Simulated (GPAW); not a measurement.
**Ba in GPAW: convergence with density grid spacing (A)**

Input of the first run (density grid spacing (A) 0.24); the others differ in this setting and in those tied to it:

The input run.py:

```python
from ase import Atoms
from ase.dft.bandgap import bandgap
from ase.io import write
from ase.units import GPa
from gpaw import GPAW, PW, setup_paths

setup_paths.insert(0, '.')

atoms = Atoms(['Ba'],
              cell=[[0.0, 3.2326650028, 3.2326650028],
                    [3.2326650028, 0.0, 3.2326650028],
                    [3.2326650028, 3.2326650028, 0.0]],
              scaled_positions=[[0.0, 0.0, 0.0]],
              pbc=True)

calc = GPAW(mode=PW(600),
            h=0.24,
            xc='PBEsol',
            kpts={'size': (7, 7, 7), 'gamma': True},
            occupations={'name': 'fermi-dirac', 'width': 0.05},
            nbands=12,
            convergence={'density': 1e-05, 'energy': 1e-05},
            maxiter=100,
            txt='gpaw.txt')
atoms.calc = calc
energy = atoms.get_potential_energy()
forces = atoms.get_forces()
stress = atoms.get_stress()
calc.write('gs.gpw')
write('result.traj', atoms)
print(f'Energy: {energy:.6f} eV')
print('Forces (eV/A):')
print(forces.round(4))
print('Stress (GPa):', (stress / GPa).round(3))
print('Fermi level:', round(calc.get_fermi_level(), 4), 'eV')
print(f'Gap: {bandgap(calc)[0]:.4f} eV, direct: {bandgap(calc, direct=True)[0]:.4f} eV')
```

Potentials or basis: PAW data sets generated in the run's folder for this functional, pw.

The run is started by

```sh
$ gpaw-setup -f PBEsol Ba
$ OMP_NUM_THREADS=1 python run.py
```

This isn't the form of Ba at room conditions, which is bcc.

Hardware: 1 thread of Arm Neoverse V1, with other jobs on the host.

```tsv
density grid spacing (A)	energy less the tightest run, at zero smearing (meV/atom)	SCF cycles	CPU time (s)	peak memory (GiB)
0.24	-0.65	10	8.5	0.14
0.2	-0.42	10	12	0.15
0.17	-0.26	10	14	0.16
0.15	-0.13	10	15	0.17
0.13	-0.07	10	24	0.19
0.11	-0.03	10	38	0.22
0.09	0.00	10	70	0.33
```

Against the tightest run, the energy stays within 1 meV/atom from 0.24 on. The tightest run that finished is the yardstick and may itself not be fully converged.

The run has no spin-orbit coupling, so splittings on Ba are missing.
